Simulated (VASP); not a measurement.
Ca:

```
Ca
1.0
     3.98000    0.00000    0.00000
    -1.99000    3.44678    0.00000
     0.00000    0.00000    6.52000
Ca
2
Direct
  0.33333 0.66667 0.25000
  0.66667 0.33333 0.75000
```

This isn't the form of Ca at room conditions, which is fcc.

| Property | Result |
| --- | --- |
| Program | VASP 6.6.1 |
| Task | relaxation of cell and atoms |
| Functional | PBE |
| Potentials or basis | VASP PAW PBE potentials, release 64 (Ca_sv) |
| Cutoff | 520 eV |
| k mesh | 13 × 13 × 7 |
| Occupations | gaussian, width 0.1 eV |
| Spin | no spin polarisation |

At the start: pressure -0.8 GPa; volume 44.72 Å³/atom.

Question: Where does the relaxation end?

Answer: Over 7 steps the energy falls by 6.5 meV/atom and the volume is 42.35 Å³/atom (-5.3 %); space group P6_3/mmc (No. 194, to 0.05 Å).

Step by step:
```tsv
step	energy change (eV)	largest force (eV/Å)	pressure (GPa)	volume (Å³)
1	0.0000	0.0000	-0.84	89.44
2	-0.0111	0.0000	-0.31	86.44
3	-0.0128	0.0000	-0.02	84.93
4	-0.0128	0.0000	0.00	84.80
5	-0.0128	0.0000	0.02	84.71
6	-0.0129	0.0000	0.02	84.71
7	-0.0129	0.0000	0.02	84.71
```

Final structure:
```
Ca
1.0
     3.89850    0.00000    0.00000
    -1.94925    3.37620    0.00000
     0.00000    0.00000    6.43552
Ca
2
Direct
  0.33333 0.66667 0.25000
  0.66667 0.33333 0.75000
```
